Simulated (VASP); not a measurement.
# Ta3HC4 in VASP: notebook

Runs on Ta3HC4. Level: PBEsol. Tasks: single point.

Everything below comes from runs of VASP 6.6.1. Logs are shortened: lines on timing, memory, paths and dates and some standing lists are left out, and cuts for length are marked.

**1. Starting point**

The cell holds a slab with vacuum, 8 atoms: a = 3.139 Å, b = 3.139 Å, c = 26.690 Å, α = 90.00°, β = 90.00°, γ = 120.00°.

**2. Single point, PBEsol (clean slab, lower half held)**

INCAR reads:

```
PREC = Accurate
ENCUT = 520
EDIFF = 1E-7
ISMEAR = 0
SIGMA = 0.1
LREAL = F
LASPH = T
NELM = 80
ALGO = Normal
ISIF = 2
LWAVE = F
LCHARG = F
LDIPOL = T
IDIPOL = 3
DIPOL = 0.5 0.5 0.500
GGA = PS
NBANDS = 34
```

KPOINTS reads:

```
Automatic mesh
0
Gamma
  9 9 1
```

POSCAR reads:

```
Ta3C4
1.0
    3.1393032007      0.0000000000      0.0000000000
   -1.5696516004      2.7187163220      0.0000000000
    0.0000000000      0.0000000000     24.6896909897
C Ta
4 3
Direct
    0.3333333333      0.6666666667      0.3442732436
    0.0000000000      0.0000000000      0.4480910812
    0.6666666667      0.3333333333      0.5503406901
    0.3333333333      0.6666666667      0.6485633152
    0.6666666667      0.3333333333      0.3961821624
    0.3333333333      0.6666666667      0.5009689459
    0.0000000000      0.0000000000      0.6081615407
```

Potentials or basis: VASP PAW PBE potentials, release 64 (C, Ta_pv).

The run is started by

```console
> cat potpaw_PBE.64/C/POTCAR potpaw_PBE.64/Ta_pv/POTCAR > POTCAR
> mpirun -np 1 vasp_std > vasp.out
```

OUTCAR:

```text
PREC = Accurate
   ENCUT = 520
   EDIFF = 1E-7
   ISMEAR = 0
   LREAL = F
   LASPH = T
   NELM = 80
   ISIF = 2
   GGA = PS

 ion  position               nearest neighbor table
   1  0.333  0.667  0.344-   5 2.22   5 2.22   5 2.22
   2  0.000  0.000  0.448-   5 2.22   5 2.22   5 2.22   6 2.23   6 2.23   6 2.23
   3  0.667  0.333  0.550-   6 2.18   6 2.18   6 2.18   7 2.31   7 2.31   7 2.31
   4  0.333  0.667  0.649-   7 2.07   7 2.07   7 2.07
   5  0.667  0.333  0.396-   1 2.22   1 2.22   2 2.22   2 2.22   2 2.22   1 2.22   6 3.16   6 3.16
                             6 3.16
   6  0.333  0.667  0.501-   3 2.18   3 2.18   3 2.18   2 2.23   2 2.23   2 2.23   5 3.16   5 3.16
                             5 3.16   7 3.21   7 3.21   7 3.21
   7  0.000  0.000  0.608-   4 2.07   4 2.07   4 2.07   3 2.31   3 2.31   3 2.31   6 3.21   6 3.21
                             6 3.21

  LATTYP: Found a hexagonal cell.
 ALAT       =     3.1393032007
 C/A-ratio  =     7.8647041752

  Lattice vectors:

 A1 = (   3.1393032007,   0.0000000000,   0.0000000000)
 A2 = (  -1.5696516004,   2.7187163220,   0.0000000000)
 A3 = (   0.0000000000,   0.0000000000,  24.6896909897)

Analysis of symmetry for initial positions (statically):
=====================================================================
 Subroutine PRICEL returns:
 Original cell was already a primitive cell.

 Routine SETGRP: Setting up the symmetry group for a
 hexagonal supercell.

 Subroutine GETGRP returns: Found  6 space group operations
 (whereof  6 operations were pure point group operations)
 out of a pool of 24 trial point group operations.

The static configuration has the point symmetry C_3v.

Analysis of symmetry for dynamics (positions and initial velocities):
=====================================================================
 Subroutine PRICEL returns:
 Original cell was already a primitive cell.

 Routine SETGRP: Setting up the symmetry group for a
 hexagonal supercell.

 Subroutine GETGRP returns: Found  6 space group operations
 (whereof  6 operations were pure point group operations)
 out of a pool of 24 trial point group operations.

The dynamic configuration has the point symmetry C_3v.

 Subroutine INISYM returns: Found  6 space group operations
 (whereof  6 operations are pure point group operations),
 and found     1 'primitive' translations

----------------------------------------------------------------------------------------

                                     Primitive cell

  volume of cell :     210.7234

  direct lattice vectors                    reciprocal lattice vectors
     3.139303201  0.000000000  0.000000000     0.318542025  0.183910324  0.000000000
    -1.569651600  2.718716322  0.000000000     0.000000000  0.367820648  0.000000000
     0.000000000  0.000000000 24.689690990     0.000000000  0.000000000  0.040502735

  length of vectors
     3.139303201  3.139303201 24.689690990     0.367820648  0.367820648  0.040502735

  position of ions in fractional coordinates (direct lattice)
     0.333333333  0.666666667  0.344273244
     0.000000000  0.000000000  0.448091081
     0.666666667  0.333333333  0.550340690
     0.333333333  0.666666667  0.648563315
     0.666666667  0.333333333  0.396182162
     0.333333333  0.666666667  0.500968946
     0.000000000  0.000000000  0.608161541

  ion indices of the primitive-cell ions
   primitive index   ion index
                 1           1
                 2           2
                 3           3
                 4           4
                 5           5
                 6           6
                 7           7

----------------------------------------------------------------------------------------

 KPOINTS: Automatic mesh

Automatic generation of k-mesh.
 Grid dimensions read from file:
 generate k-points for:    9    9    1

 Generating k-lattice:

  Cartesian coordinates                     Fractional coordinates (reciprocal lattice)
     0.035393558  0.020434480  0.000000000     0.111111111  0.000000000  0.000000000
     0.000000000  0.040868961  0.000000000     0.000000000  0.111111111  0.000000000
     0.000000000  0.000000000  0.040502735     0.000000000  0.000000000  1.000000000

  Length of vectors
     0.040868961  0.040868961  0.040502735

  Shift w.r.t. Gamma in fractional coordinates (k-lattice)
     0.000000000  0.000000000  0.000000000

 Subroutine IBZKPT returns following result:
 ===========================================

 Found     12 irreducible k-points:

 Following reciprocal coordinates:
            Coordinates               Weight
  0.000000  0.000000  0.000000      1.000000
  0.111111 -0.000000  0.000000      6.000000
  0.222222 -0.000000  0.000000      6.000000
  0.333333 -0.000000  0.000000      6.000000
  0.444444 -0.000000  0.000000      6.000000
  0.111111  0.111111  0.000000      6.000000
  0.222222  0.111111  0.000000     12.000000
  0.333333  0.111111  0.000000     12.000000
  0.444444  0.111111  0.000000      6.000000
  0.222222  0.222222  0.000000      6.000000
  0.333333  0.222222  0.000000     12.000000
  0.333333  0.333333  0.000000      2.000000
   k-points           NKPTS =     12   k-points in BZ     NKDIM =     12   number of bands    NBANDS=     34
   number of dos      NEDOS =    301   number of ions     NIONS =      7
   total plane-waves  NPLWV = 110592
   dimension x,y,z NGX =    24 NGY =   24 NGZ =  192
   dimension x,y,z NGXF=    48 NGYF=   48 NGZF=  384
   ions per type =               4   3
   NGX,Y,Z   is equivalent  to a cutoff of  12.71, 12.71, 12.93 a.u.
   NGXF,Y,Z  is equivalent  to a cutoff of  25.42, 25.42, 25.86 a.u.
 SYSTEM =  unknown system
   PREC   = accura    normal or accurate (medium, high low for compatibility)
   ISTART =      0    job   : 0-new  1-cont  2-samecut
   ICHARG =      2    charge: 1-file 2-atom 10-const
   ISPIN  =      1    spin polarized calculation?
   LNONCOLLINEAR =      F non collinear calculations
   LSORBIT =      F    spin-orbit coupling
   LASPH  =      T    aspherical Exc in radial PAW
   ENCUT  =  520.0 eV  38.22 Ry    6.18 a.u.   5.84  5.84 45.91*2*pi/ulx,y,z
   NELM   =     80;   NELMIN=  2; NELMDL= -5     # of ELM steps
   EDIFF  = 0.1E-06   stopping-criterion for ELM
   LREAL  =      F    real-space projection
   EDIFFG = 0.1E-05   stopping-criterion for IOM
   NSW    =      0    number of steps for IOM
   IBRION =     -1    ionic relax: 0-MD 1-quasi-New 2-CG
   NFREE  =      0    steps in history (QN), initial steepest desc. (CG)
   ISIF   =      2    stress and relaxation
   ISYM   =      2    0-nonsym 1-usesym 2-fastsym
   POTIM  = 0.5000    time-step for ionic-motion
   TEBEG  =    0.0;   TEEND  =   0.0 temperature during run
   PSTRESS=    0.0 pullay stress
   NELECT =      49.0000    total number of electrons
   NUPDOWN=      -1.0000    fix difference up-down
   EMIN   =  10.00;   EMAX   =-10.00  energy-range for DOS
   EFERMI =   0.00;   METHOD = LEGACY
   ISMEAR =     0;   SIGMA  =   0.10  broadening in eV -4-tet -1-fermi 0-gaus
   EFERMI_NEDOS =   21; number of points for ismear=-14 and -15
   IALGO  =     38    algorithm
   IMIX   =      4    mixing-type and parameters
     AMIX     =   0.40;   BMIX     =  1.00
     AMIX_MAG =   1.60;   BMIX_MAG =  1.00
  volume/ion in A,a.u.               =      30.10       203.15
  Fermi-wavevector in a.u.,A,eV,Ry     =   1.006706  1.902398 13.788915  1.013457
  Thomas-Fermi vector in A             =   2.139465
   LORBIT       =      0    0 simple, 1 ext, 2 COOP (PROOUT), +10 PAW based schemes
   GGA     = PS    functional components
   LHFCALC =     F    Hartree Fock is set to
   AEXX    =    0.0000 exact exchange contribution
   IVDW    =     0    specifies the selected vdW correction
   LEPSILON=     F    determine dielectric tensor
   LRPA    =     F    only Hartree local field effects (RPA)
 non-spin polarized calculation
 Gauss-broadening in eV      SIGMA  =   0.10
  energy-cutoff  :      520.00
  volume of cell :      210.72
 maximum number of plane-waves:      5698
 NGX is ok and might be reduce to    24

 dipolmoment           0.000000      0.000000     -0.038079 electrons x Angstroem

 number of electron      48.9999996 magnetization

 dipolmoment           0.000000      0.000000      0.021552 electrons x Angstroem

 Free energy of the ion-electron system (eV)
  ---------------------------------------------------
  ext. energy  EPLUGINS =         0.00000000
  ---------------------------------------------------
  free energy    TOTEN  =       -73.70425817 eV

  energy without entropy =      -73.68825812  energy(sigma->0) =      -73.69625814

 E-fermi :  -2.0285     XC(G=0):  -5.3431

 val. band max:       -2.0517835628   @ k =   0.3333   0.3333   0.0000
 cond. band min:      -1.9671993719   @ k =   0.3333   0.1111   0.0000
 fundamental gap:      0.0845841909
 Fermi energy:        -2.0285152665

 k-point     1 :       0.0000    0.0000    0.0000
  band No.  band energies     occupation
      1     -37.1353      2.00000
      2     -36.7459      2.00000
      3     -36.7459      2.00000
      4     -36.2499      2.00000
      5     -35.9941      2.00000
      6     -35.9941      2.00000
[... 26 lines left out ...]
     33       0.9696      0.00000
     34       2.5878      0.00000

 k-point     2 :       0.1111   -0.0000    0.0000
  band No.  band energies     occupation
      1     -37.1192      2.00000
      2     -36.8191      2.00000
      3     -36.7619      2.00000
      4     -36.2389      2.00000
      5     -36.0621      2.00000
      6     -36.0093      2.00000
[... 26 lines left out ...]
     33       1.5921      0.00000
     34       2.5351      0.00000

 k-point     3 :       0.2222   -0.0000    0.0000
  band No.  band energies     occupation
      1     -37.0792      2.00000
      2     -36.9970      2.00000
      3     -36.8021      2.00000
      4     -36.2316      2.00000
      5     -36.2120      2.00000
      6     -36.0477      2.00000
[... 26 lines left out ...]
     33       2.1591      0.00000
     34       2.6243      0.00000

 k-point     4 :       0.3333   -0.0000    0.0000
  band No.  band energies     occupation
      1     -37.1910      2.00000
      2     -37.0352      2.00000
      3     -36.8474      2.00000
      4     -36.4113      2.00000
      5     -36.1891      2.00000
      6     -36.0909      2.00000
[... 26 lines left out ...]
     33       2.7459      0.00000
     34       2.9712      0.00000

 k-point     5 :       0.4444   -0.0000    0.0000
  band No.  band energies     occupation
      1     -37.3132      2.00000
      2     -37.0097      2.00000
      3     -36.8767      2.00000
      4     -36.5236      2.00000
      5     -36.1784      2.00000
      6     -36.1683      2.00000
[... 177 lines left out ...]
 k-point    10 :       0.2222    0.2222    0.0000
  band No.  band energies     occupation
      1     -37.1988      2.00000
      2     -37.0152      2.00000
      3     -36.9479      2.00000
      4     -36.4180      2.00000
      5     -36.1905      2.00000
      6     -36.1727      2.00000
[... 26 lines left out ...]
     33       2.8331      0.00000
     34       2.9902      0.00000

 k-point    11 :       0.3333    0.2222    0.0000
  band No.  band energies     occupation
      1     -37.2410      2.00000
      2     -37.0252      2.00000
      3     -36.9926      2.00000
      4     -36.4576      2.00000
      5     -36.2578      2.00000
      6     -36.1653      2.00000
[... 26 lines left out ...]
     33       2.7589      0.00000
     34       2.9580      0.00000

 k-point    12 :       0.3333    0.3333    0.0000
  band No.  band energies     occupation
      1     -37.1593      2.00000
      2     -37.1497      2.00000
      3     -36.9837      2.00000
      4     -36.3842      2.00000
      5     -36.3724      2.00000
      6     -36.1612      2.00000
[... 26 lines left out ...]
     33       2.7358      0.00000
     34       2.8915      0.00000

------------------------ aborting loop because EDIFF is reached ----------------------------------------

 vacuum level on the upper side and lower side of the slab       (xc-potential included)         0.213        -0.288

  FORCE on cell =-STRESS in cart. coord.  units (eV):
  Direction    XX          YY          ZZ          XY          YZ          ZX
  --------------------------------------------------------------------------------------
  -------------------------------------------------------------------------------------
  Total        0.1910685      0.1910685     -2.8713729     -0.0000000      0.0000000      0.0000000
  in kB        1.4527369      1.4527369    -21.8316910     -0.0000000      0.0000000      0.0000000
  external PRESSURE =      -6.3087390 kB  Pullay stress =       0.0000000 kB

 VOLUME and BASIS-vectors are now :
 -----------------------------------------------------------------------------
  energy-cutoff  :      520.00
  volume of cell :      210.72
      direct lattice vectors                 reciprocal lattice vectors
     3.139303201  0.000000000  0.000000000     0.318542025  0.183910324  0.000000000
    -1.569651600  2.718716322  0.000000000     0.000000000  0.367820648  0.000000000
     0.000000000  0.000000000 24.689690990     0.000000000  0.000000000  0.040502735

 POSITION                                       TOTAL-FORCE (eV/Angst)
 -----------------------------------------------------------------------------------
     -0.00000      1.81248      8.50000         0.000000     -0.000000      2.863274
      0.00000      0.00000     11.06323        -0.000000      0.000000      0.424232
      1.56965      0.90624     13.58774         0.000000      0.000000      0.006727
     -0.00000      1.81248     16.01283        -0.000000      0.000000      0.066945
      1.56965      0.90624      9.78162         0.000000     -0.000000     -3.332620
     -0.00000      1.81248     12.36877        -0.000000      0.000000      0.002083
      0.00000      0.00000     15.01532        -0.000000      0.000000     -0.030641
 -----------------------------------------------------------------------------------
    total drift:                                0.000000      0.000000     -0.000105

  FREE ENERGIE OF THE ION-ELECTRON SYSTEM (eV)
  ---------------------------------------------------
  free  energy   TOTEN  =       -73.7042581686 eV

  energy  without entropy=      -73.6882581197  energy(sigma->0) =      -73.69625814

 vacuum level on the upper side and lower side of the slab         5.146         4.679
```

Wall time 3.2 min (1 thread of Intel Xeon Platinum 8559C (Emerald Rapids), shared host); peak memory 0.35 GiB.

Results:

```yaml
Free_energy: -73.7043 eV
Largest_force: 3.333 eV/Å
Band_gap_on_the_k_mesh: none (metal or under the smearing width)
```

Forces in eV/Å, atoms in the order of the input:
```
C    0.000  0.000  2.863
C    0.000  0.000  0.424
C    0.000  0.000  0.007
C    0.000  0.000  0.067
Ta   0.000  0.000 -3.333
Ta   0.000  0.000  0.002
Ta   0.000  0.000 -0.031
```

Caveat: the PAW data sets were made with another functional, which shifts forces and pressure a little. The run has no spin-orbit coupling, so splittings on Ta are missing.

**3. Single point, PBEsol**

This run uses another cell than the first one: it holds 8 atoms, not 7.

INCAR reads:

```
  ALGO = Normal
  DIPOL = 0.5 0.5 0.481
  EDIFF = 1E-6
  ENCUT = 520
  GGA = PS
  IDIPOL = 3
  ISIF = 2
  ISMEAR = 0
  LASPH = True
  LCHARG = False
  LDIPOL = True
  LREAL = False
  LWAVE = False
  NBANDS = 35
  NELM = 100
  PREC = Accurate
  SIGMA = 0.1
```

KPOINTS reads:

```
k-points
0
Gamma
  9 9 1
```

POSCAR reads:

```
Ta3HC4
1.0
    3.1393032007      0.0000000000      0.0000000000
   -1.5696516003      2.7187163220      0.0000000000
    0.0000000000      0.0000000000     26.6896909896
C Ta H
4 3 1
Direct
    0.3333333333      0.6666666667      0.3184750248
    0.0000000000      0.0000000000      0.4145132416
    0.6666666667      0.3333333333      0.5104804925
    0.3333333333      0.6666666667      0.6027757737
    0.6666666667      0.3333333333      0.3664941332
    0.3333333333      0.6666666667      0.4613563618
    0.0000000000      0.0000000000      0.5612841424
    0.6666666667      0.3333333333      0.6105924086
```

Potentials or basis: VASP PAW PBE potentials, release 64 (C, Ta_pv, H).

The run is started by

```console
> cat potpaw_PBE.64/C/POTCAR potpaw_PBE.64/Ta_pv/POTCAR potpaw_PBE.64/H/POTCAR > POTCAR
> mpirun -np 1 vasp_std > vasp.out
```

Wall time 2.8 min (1 thread of Intel Xeon Platinum 8488C (Sapphire Rapids), shared host); peak memory 0.36 GiB.

It converged, with:

| Quantity | Value |
| --- | --- |
| Free energy | -76.6911 eV |
| Largest force | 3.402 eV/Å |
| Band gap on the k mesh | 0.10 eV, indirect (least direct gap 0.11 eV) |

Forces on the atoms (eV/Å):
```
C    0.000  0.000  3.065
C    0.000  0.000  0.290
C    0.000  0.000  0.002
C    0.000  0.000  0.058
Ta   0.000  0.000 -3.402
Ta   0.000  0.000 -0.003
Ta   0.000  0.000 -0.016
H    0.000  0.000  0.006
```

Levels at points of the mesh, in eV from the valence-band top:
```tsv
k point	band 23	band 24	band 25	band 26	band 27	band 28
(0.00, 0.00, 0.00)	-0.41	-0.16	-0.16	0.53	0.53	0.82
```

Caveat: the PAW data sets were made with another functional, which shifts forces and pressure a little; spin-orbit coupling is left out, which moves the levels of the heavy elements.

**4. Single point, PBEsol**

This run uses another cell than the first one: it holds 8 atoms, not 7.

INCAR reads:

```
ALGO = Fast ; DIPOL = 0.5 0.5 0.482
EDIFF = 1E-6 ; ENCUT = 520
GGA = PS ; IDIPOL = 3
ISIF = 2 ; ISMEAR = 0
LASPH = True ; LCHARG = False
LDIPOL = True ; LREAL = False
LWAVE = False ; NBANDS = 35
NELM = 100 ; PREC = Accurate
SIGMA = 0.1
```

KPOINTS is that of step 3.

POSCAR reads:

```
Ta3HC4
1.0
    3.1393032007      0.0000000000      0.0000000000
   -1.5696516003      2.7187163220      0.0000000000
    0.0000000000      0.0000000000     26.6896909896
C Ta H
4 3 1
Direct
    0.3333333333      0.6666666667      0.3184750248
    0.0000000000      0.0000000000      0.4145132416
    0.6651893709      0.3303787418      0.5104566268
    0.3302817281      0.6605634561      0.6035358627
    0.6666666667      0.3333333333      0.3664941332
    0.3349489563      0.6698979125      0.4618396492
   -0.0072891587     -0.0145783173      0.5610777404
    0.8273560744      0.6547121488      0.6235693142
```

The run is started by

```console
> cat potpaw_PBE.64/C/POTCAR potpaw_PBE.64/Ta_pv/POTCAR potpaw_PBE.64/H/POTCAR > POTCAR
> mpirun -np 1 vasp_std > vasp.out
```

Wall time 7.8 min (1 thread of Intel Xeon Platinum 8488C (Sapphire Rapids), shared host); peak memory 0.44 GiB.

The run converged. Its results:

```
Free energy            : -77.2222 eV
Largest force          : 3.355 eV/Å
Band gap on the k mesh : none (metal or under the smearing width)
```

Forces in eV/Å, atoms in the order of the input:
```
C    0.000 -0.007  3.005
C    0.000  0.010  0.288
C    0.000  0.007  0.001
C    0.000 -0.005  0.054
Ta   0.000 -0.010 -3.355
Ta   0.000  0.002  0.004
Ta   0.000  0.001  0.001
H    0.000  0.000  0.002
```

Levels at points of the mesh, in eV from the Fermi level:
| k point | band 22 | band 23 | band 24 | band 25 | band 26 | band 27 | band 28 | band 29 |
| --- | --- | --- | --- | --- | --- | --- | --- | --- |
| (0.00, 0.00, 0.00) | -1.63 | -0.46 | -0.20 | -0.11 | 0.44 | 0.66 | 0.95 | 1.18 |

Caveat: the PAW data sets were made with another functional, which shifts forces and pressure a little. The run has no spin-orbit coupling, so splittings on Ta are missing.

**5. The runs side by side**

```tsv
potentials or basis	cell	gap on the mesh (eV)	largest force (eV/Å)
VASP PAW PBE potentials, release 64 (C, Ta_pv)	clean slab, lower half held	none	3.33
VASP PAW PBE potentials, release 64 (C, Ta_pv, H)	P3m1, 28.47 Å³/atom	0.10	3.40
VASP PAW PBE potentials, release 64 (C, Ta_pv, H)	Cm, 28.47 Å³/atom	none	3.36
```

Some of these runs hold the atoms at other places in the same cell, which the table doesn't show; runs alike in all that it shows share one row.

Alike in all rows: task single point; level PBEsol; no spin polarisation; k mesh 9 × 9 × 1; cutoff (eV) 520; smearing gaussian 0.1 eV.

Caveats: the PAW data sets were made with another functional, which shifts forces and pressure a little; spin-orbit coupling is left out, which moves the levels of the heavy elements (some runs).

Total energies depend on the potentials used, so only differences within one code and one set of settings carry meaning.
